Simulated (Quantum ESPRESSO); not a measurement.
**E(M) of FeCo**

Aim: the energy of FeCo as a function of the total spin moment of its primitive cell.

Calculated with Quantum ESPRESSO 7.5; PBE; plane waves with GBRV 1.5 PBE potentials, no spin-orbit coupling.

## 1. Set-up

It takes space group Pm-3m (No. 221, cubic). Conventional cell: a = 2.857 Å, b = 2.857 Å, c = 2.857 Å, α = 90.00°, β = 90.00°, γ = 90.00°. Nearest to Fe lie 8 Co at 2.47 Å. Co has 8 Fe at 2.47 Å nearest. Farther neighbours are not listed.

The lattice constants were typed from memory of published values and not checked against a source.

## 2. The free run

pw.in reads:

```
&CONTROL
  calculation = 'scf'
  prefix = 'pwscf'
  outdir = './tmp'
  pseudo_dir = './pseudo'
  disk_io = 'nowf'
/
&SYSTEM
  ibrav = 0
  celldm(1) = 8
  nat = 2
  ntyp = 2
  ecutwfc = 40
  ecutrho = 280
  nbnd = 26
  occupations = 'smearing'
  smearing = 'fd'
  degauss = 0.00367493
  nspin = 2
  starting_magnetization(1) = 0.175
  starting_magnetization(2) = 0.1176
/
&ELECTRONS
  conv_thr = 4d-09
  electron_maxstep = 150
  mixing_beta = 0.3
/
ATOMIC_SPECIES
Fe     55.8450 fe_pbe_v1.5.uspp.F.UPF
Co     58.9332 co_pbe_v1.2.uspp.F.UPF
CELL_PARAMETERS alat
   0.6748684422570    0.0000000000000    0.0000000000000
   0.0000000000000    0.6748684422570    0.0000000000000
   0.0000000000000    0.0000000000000    0.6748684422570
ATOMIC_POSITIONS crystal
Fe      0.0000000000    0.0000000000    0.0000000000
Co      0.5000000000    0.5000000000    0.5000000000
K_POINTS automatic
12 12 12 0 0 0
```

On the command line:

```console
$ OMP_NUM_THREADS=1 mpirun -n 4 pw.x -nk 4 -in pw.in > pw.out
```

Log:

```text
Program PWSCF v.7.5 starts

     Message from routine setup:
     using ibrav=0 with symmetry is DISCOURAGED, use correct ibrav instead

     K-points division:     npool     =       4
     Subspace diagonalization in iterative solution of the eigenvalue problem:

     G-vector sticks info
     --------------------
     sticks:   dense  smooth     PW     G-vecs:    dense   smooth      PW
     Sum         657     373    121                12533     5449    1021

     Using Slab Decomposition

     bravais-lattice index     =            0
     lattice parameter (alat)  =       8.0000  a.u.
     unit-cell volume          =     157.3719 (a.u.)^3
     number of atoms/cell      =            2
     number of atomic types    =            2
     number of electrons       =        33.00
     number of Kohn-Sham states=           26
     kinetic-energy cutoff     =      40.0000  Ry
     charge density cutoff     =     280.0000  Ry
     scf convergence threshold =      4.0E-09
     mixing beta               =       0.3000
     number of iterations used =            8  plain     mixing
     Exchange-correlation= SLA  PW   PBE  PBE
                           (   1   4   3   4   0   0   0)

     celldm(1)=   8.000000  celldm(2)=   0.000000  celldm(3)=   0.000000
     celldm(4)=   0.000000  celldm(5)=   0.000000  celldm(6)=   0.000000

     crystal axes: (cart. coord. in units of alat)
               a(1) = (   0.674868   0.000000   0.000000 )
               a(2) = (   0.000000   0.674868   0.000000 )
               a(3) = (   0.000000   0.000000   0.674868 )

     reciprocal axes: (cart. coord. in units 2 pi/alat)
               b(1) = (  1.481770  0.000000  0.000000 )
               b(2) = (  0.000000  1.481770  0.000000 )
               b(3) = (  0.000000  0.000000  1.481770 )

     PseudoPot. # 1 for Fe read from file:
     fe_pbe_v1.5.uspp.F.UPF
     Pseudo is Ultrasoft + core correction, Zval = 16.0
     Generated by new atomic code, or converted to UPF format
     Using radial grid of  861 points,  6 beta functions with:
                l(1) =   0
                l(2) =   0
                l(3) =   1
                l(4) =   1
                l(5) =   2
                l(6) =   2
     Q(r) pseudized with  8 coefficients,  rinner =    1.000   1.000   1.000
                                                       1.000   1.000

     PseudoPot. # 2 for Co read from file:
     co_pbe_v1.2.uspp.F.UPF
     Pseudo is Ultrasoft + core correction, Zval = 17.0
     Generated by new atomic code, or converted to UPF format
     Using radial grid of  863 points,  6 beta functions with:
                l(1) =   0
                l(2) =   0
                l(3) =   1
                l(4) =   1
                l(5) =   2
                l(6) =   2
     Q(r) pseudized with  8 coefficients,  rinner =    1.200   1.200   1.200
                                                       1.200   1.200

     atomic species   valence    mass     pseudopotential
     Fe               16.00    55.84500     Fe( 1.00)
     Co               17.00    58.93320     Co( 1.00)

     Starting magnetic structure
     atomic species   magnetization
     Fe              0.175
     Co              0.118

     48 Sym. Ops., with inversion, found

   Cartesian axes

     site n.     atom                  positions (alat units)
         1        Fe     tau(   1) = (   0.0000000   0.0000000   0.0000000  )
         2        Co     tau(   2) = (   0.3374342   0.3374342   0.3374342  )

     number of k points=    84  Fermi-Dirac smearing, width (Ry)=  0.0037
                       cart. coord. in units 2pi/alat
        k(    1) = (   0.0000000   0.0000000   0.0000000), wk =   0.0005787
        k(    2) = (   0.0000000   0.0000000   0.1234809), wk =   0.0034722
        k(    3) = (   0.0000000   0.0000000   0.2469617), wk =   0.0034722
        k(    4) = (   0.0000000   0.0000000   0.3704426), wk =   0.0034722
        k(    5) = (   0.0000000   0.0000000   0.4939234), wk =   0.0034722
        [... 79 further k-points ...]

     Dense  grid:    12533 G-vectors     FFT dimensions: (  30,  30,  30)

     Smooth grid:     5449 G-vectors     FFT dimensions: (  24,  24,  24)

     Check: negative core charge=   -0.000060
     Generating pointlists ...
     new r_m :   0.2411 (alat units)  1.9287 (a.u.) for type    1
     new r_m :   0.2411 (alat units)  1.9287 (a.u.) for type    2

     Initial potential from superposition of free atoms

     starting charge      31.0000, renormalised to      33.0000
     Starting wfcs are   26 randomized atomic wfcs

     Self-consistent Calculation

     iteration #  1     ecut=    40.00 Ry     beta= 0.30
     Davidson diagonalization with overlap
     ethr =  1.00E-02,  avg # of iterations =  3.6

     total energy              =    -540.69907681 Ry
     estimated scf accuracy    <      24.42797322 Ry

     total magnetization       =     1.36 Bohr mag/cell
     absolute magnetization    =     1.39 Bohr mag/cell

     iteration #  2     ecut=    40.00 Ry     beta= 0.30
     Davidson diagonalization with overlap
     ethr =  1.00E-02,  avg # of iterations =  2.9

     total energy              =    -547.35325988 Ry
     estimated scf accuracy    <      37.20137010 Ry

     total magnetization       =     0.67 Bohr mag/cell
     absolute magnetization    =     0.67 Bohr mag/cell

     iteration #  3     ecut=    40.00 Ry     beta= 0.30
     Davidson diagonalization with overlap
     ethr =  1.00E-02,  avg # of iterations =  2.1

     total energy              =    -547.88124778 Ry
     estimated scf accuracy    <       5.28793361 Ry

     total magnetization       =     3.23 Bohr mag/cell
     absolute magnetization    =     3.24 Bohr mag/cell

     [... further iterations left out ...]

     iteration # 20     ecut=    40.00 Ry     beta= 0.30
     Davidson diagonalization with overlap
     ethr =  2.09E-08,  avg # of iterations =  1.0

     total energy              =    -548.84674639 Ry
     estimated scf accuracy    <       0.00000009 Ry

     total magnetization       =     4.59 Bohr mag/cell
     absolute magnetization    =     4.88 Bohr mag/cell

     iteration # 21     ecut=    40.00 Ry     beta= 0.30
     Davidson diagonalization with overlap
     ethr =  2.59E-10,  avg # of iterations =  1.8

     total energy              =    -548.84674642 Ry
     estimated scf accuracy    <          6.1E-09 Ry

     total magnetization       =     4.59 Bohr mag/cell
     absolute magnetization    =     4.88 Bohr mag/cell

     iteration # 22     ecut=    40.00 Ry     beta= 0.30
     Davidson diagonalization with overlap
     ethr =  1.85E-11,  avg # of iterations =  2.0

     total energy              =    -548.84674643 Ry
     estimated scf accuracy    <          4.5E-09 Ry

     total magnetization       =     4.59 Bohr mag/cell
     absolute magnetization    =     4.88 Bohr mag/cell

     iteration # 23     ecut=    40.00 Ry     beta= 0.30
     Davidson diagonalization with overlap
     ethr =  1.37E-11,  avg # of iterations =  1.3

     Magnetic moment per site  (integrated on atomic sphere of radius R)
     atom   1 (R=0.241)  charge= 14.3493  magn=  2.8439
     atom   2 (R=0.241)  charge= 15.5372  magn=  1.8624

     End of self-consistent calculation

     Number of k-points >= 100: set verbosity='high' to print the bands.

     the Fermi energy is    17.8507 ev

!    total energy              =    -548.84674643 Ry
     estimated scf accuracy    <          7.0E-10 Ry
     smearing contrib. (-TS)   =      -0.00072351 Ry
     internal energy E=F+TS    =    -548.84602292 Ry

     The total energy is F=E-TS. E is the sum of the following terms:
     one-electron contribution =    -278.19206096 Ry
     hartree contribution      =     158.47788335 Ry
     xc contribution           =     -61.91577588 Ry
     ewald contribution        =    -367.21606944 Ry

     total magnetization       =     4.59 Bohr mag/cell
     absolute magnetization    =     4.88 Bohr mag/cell

     convergence has been achieved in  23 iterations

=------------------------------------------------------------------------------=
   JOB DONE.
=------------------------------------------------------------------------------=
```

It took 19 s on 4 MPI ranks of Arm Neoverse V2, shared host; peak memory 0.29 GiB.

Spin moment in the atom's sphere by atom:

| atom | spin moment in the atom's sphere (μB) |
| --- | --- |
| Fe1 | 2.84 |
| Co2 | 1.86 |

Numbers from this step:

| Item | Value |
| --- | --- |
| smearing term TS | 0.009844 eV |
| magnetization | 4.586 μB |
| absolute magnetization | 4.88 μB |
| final state | ferromagnetic |

## 3. Moment fixed at 0 μB

The two spin channels are filled to separate Fermi energies, so that the total moment meets the target. Half of the up one less the down one is the slope dE/dM.

pw.in, as its differences from that of step 2:

```diff
@@ -14,3 +14,3 @@
   ecutrho = 280
-  nbnd = 26
+  nbnd = 27
   occupations = 'smearing'
@@ -19,4 +19,5 @@
   nspin = 2
-  starting_magnetization(1) = 0.175
-  starting_magnetization(2) = 0.1176
+  starting_magnetization(1) = 0.0088
+  starting_magnetization(2) = 0.0059
+  tot_magnetization = 0
 /
```

Log:

```text
     [... lines left out ...]
Program PWSCF v.7.5 starts
     [... lines left out ...]
     number of atoms/cell      =            2
     [... lines left out ...]
     number of electrons       =        33.00 (up:  16.50, down:  16.50)
     number of Kohn-Sham states=           27
     kinetic-energy cutoff     =      40.0000  Ry
     charge density cutoff     =     280.0000  Ry
     scf convergence threshold =      4.0E-09
     [... lines left out ...]
     48 Sym. Ops., with inversion, found
     [... lines left out ...]
     number of k points=    84  Fermi-Dirac smearing, width (Ry)=  0.0037
     [... lines left out ...]
     iteration # 21     ecut=    40.00 Ry     beta= 0.30
     [... lines left out ...]
     Magnetic moment per site  (integrated on atomic sphere of radius R)
     atom   1 (R=0.241)  charge= 14.3785  magn=  0.0000
     atom   2 (R=0.241)  charge= 15.5398  magn= -0.0000
     [... lines left out ...]
     the spin up/dw Fermi energies are    17.1884   17.1884 ev
!    total energy              =    -548.75013791 Ry
     estimated scf accuracy    <          2.2E-10 Ry
     smearing contrib. (-TS)   =      -0.00498505 Ry
     [... lines left out ...]
     total magnetization       =    -0.00 Bohr mag/cell
     absolute magnetization    =     0.00 Bohr mag/cell
     convergence has been achieved in  21 iterations
```

Wall time 18 s (4 MPI ranks); peak memory 0.29 GiB; 71 s of CPU time.

This step gave:

```
magnetization                                 : 0 μB
absolute magnetization                        : 0 μB
half the difference of the two Fermi energies : 0 meV
largest moment                                : 0 μB
```

## 4. Moment fixed at 0.688 μB

pw.in, as its differences from that of step 3:

```diff
@@ -19,5 +19,5 @@
   nspin = 2
-  starting_magnetization(1) = 0.0088
-  starting_magnetization(2) = 0.0059
-  tot_magnetization = 0
+  starting_magnetization(1) = 0.0251
+  starting_magnetization(2) = 0.0169
+  tot_magnetization = 0.688
 /
```

Log:

```text
     [... lines left out ...]
Program PWSCF v.7.5 starts
     [... lines left out ...]
     number of atoms/cell      =            2
     [... lines left out ...]
     number of electrons       =        33.00 (up:  16.84, down:  16.16)
     number of Kohn-Sham states=           27
     kinetic-energy cutoff     =      40.0000  Ry
     charge density cutoff     =     280.0000  Ry
     scf convergence threshold =      4.0E-09
     [... lines left out ...]
     48 Sym. Ops., with inversion, found
     [... lines left out ...]
     number of k points=    84  Fermi-Dirac smearing, width (Ry)=  0.0037
     [... lines left out ...]
     iteration # 24     ecut=    40.00 Ry     beta= 0.30
     [... lines left out ...]
     Magnetic moment per site  (integrated on atomic sphere of radius R)
     atom   1 (R=0.241)  charge= 14.3785  magn=  0.5125
     atom   2 (R=0.241)  charge= 15.5405  magn=  0.2196
     [... lines left out ...]
     the spin up/dw Fermi energies are    17.0468   17.3488 ev
!    total energy              =    -548.75402253 Ry
     estimated scf accuracy    <          2.4E-10 Ry
     smearing contrib. (-TS)   =      -0.00451108 Ry
     [... lines left out ...]
     total magnetization       =     0.69 Bohr mag/cell
     absolute magnetization    =     0.80 Bohr mag/cell
     convergence has been achieved in  24 iterations
```

Run time: 20 s. Hardware: 4 MPI ranks; peak memory 0.29 GiB; 80 s of CPU time.

Spin moment in the atom's sphere by atom:

| atom | spin moment in the atom's sphere (μB) |
| --- | --- |
| Fe1 | 0.512 |
| Co2 | 0.220 |

Read from the output:

```yaml
magnetization: 0.688 μB
absolute_magnetization: 0.8 μB
half_the_difference_of_the_two_fermi_energies: -151 meV
```

## 5. Moment fixed at 1.376 μB

pw.in, as its differences from that of step 4:

```diff
@@ -19,5 +19,5 @@
   nspin = 2
-  starting_magnetization(1) = 0.0251
-  starting_magnetization(2) = 0.0169
-  tot_magnetization = 0.688
+  starting_magnetization(1) = 0.0502
+  starting_magnetization(2) = 0.0337
+  tot_magnetization = 1.376
 /
```

Log:

```text
     [... lines left out ...]
Program PWSCF v.7.5 starts
     [... lines left out ...]
     number of atoms/cell      =            2
     [... lines left out ...]
     number of electrons       =        33.00 (up:  17.19, down:  15.81)
     number of Kohn-Sham states=           27
     kinetic-energy cutoff     =      40.0000  Ry
     charge density cutoff     =     280.0000  Ry
     scf convergence threshold =      4.0E-09
     [... lines left out ...]
     48 Sym. Ops., with inversion, found
     [... lines left out ...]
     number of k points=    84  Fermi-Dirac smearing, width (Ry)=  0.0037
     [... lines left out ...]
     iteration # 24     ecut=    40.00 Ry     beta= 0.30
     [... lines left out ...]
     Magnetic moment per site  (integrated on atomic sphere of radius R)
     atom   1 (R=0.241)  charge= 14.3796  magn=  0.8997
     atom   2 (R=0.241)  charge= 15.5390  magn=  0.5604
     [... lines left out ...]
     the spin up/dw Fermi energies are    16.9565   17.4926 ev
!    total energy              =    -548.76485913 Ry
     estimated scf accuracy    <          1.6E-09 Ry
     smearing contrib. (-TS)   =      -0.00370282 Ry
     [... lines left out ...]
     total magnetization       =     1.38 Bohr mag/cell
     absolute magnetization    =     1.58 Bohr mag/cell
     convergence has been achieved in  24 iterations
```

Wall time 21 s (4 MPI ranks); peak memory 0.29 GiB.

This step gave:

```
magnetization                                 : 1.376 μB
absolute magnetization                        : 1.577 μB
half the difference of the two Fermi energies : -268.1 meV
largest moment                                : 0.8997 μB
```

## 6. The curve

The runs not shown differ in the target, the start and the number of states alone. The point at 4.59 μB is the free run, entered with slope zero.

The energy over the lowest by total spin moment:

| total spin moment (μB a cell) | energy over the lowest (meV a cell) |
| --- | --- |
| 0.00 | 1314 |
| 0.69 | 1262 |
| 1.38 | 1114 |
| 2.06 | 904 |
| 2.75 | 657 |
| 3.44 | 381 |
| 4.13 | 95.9 |
| 4.59 | 0 |
| 4.82 | 25.3 |
| 5.50 | 504 |
| 6.19 | 1540 |

dE/dM against total spin moment:

| total spin moment (μB a cell) | dE/dM (meV/μB) |
| --- | --- |
| 0.00 | 0.00832 |
| 0.69 | -151 |
| 1.38 | -268 |
| 2.06 | -290 |
| 2.75 | -385 |
| 3.44 | -416 |
| 4.13 | -348 |
| 4.59 | 0 |
| 4.82 | 236 |
| 5.50 | 1116 |
| 6.19 | 1891 |

Table of largest site moment by total spin moment:

| total spin moment (μB a cell) | largest site moment (μB) |
| --- | --- |
| 0.00 | 3.4e-5 |
| 0.69 | 0.513 |
| 1.38 | 0.900 |
| 2.06 | 1.84 |
| 2.75 | 1.79 |
| 3.44 | 2.20 |
| 4.13 | 2.59 |
| 4.59 | 2.84 |
| 4.82 | 2.95 |
| 5.50 | 3.20 |
| 6.19 | 3.44 |

## 7. Results

| Property | Result |
| --- | --- |
| moment of the free run | 4.59 μB a cell |
| energy at zero total moment | 1314 meV a cell over the lowest |
| ΔE/ΔM² from the lowest point to 4.82 and to 4.13 μB | 483 and 455 meV/μB² |

In words: At zero total moment the site moments vanish, so the 1314 meV a cell is the energy of forming them. The points show one minimum alone. All runs start parallel; opposed orders may lie lower.

[Logs and program files are shortened in this print: banners, set-up blocks, solver, clock and traceback lines can be left out without a mark of their own.]

[Logs are printed without paths, hosts, clocks, repeated set-up lines and the standing remarks that a program may print on its own settings, such as how far it seeks lower states.]

[Hosts, paths, dates, database ids (printed as entryN), source tags and the programs' standing remarks are cut or masked in the printed files.]

[Where a cell is said to come from a database of computed structures, the database is the Materials Project.]
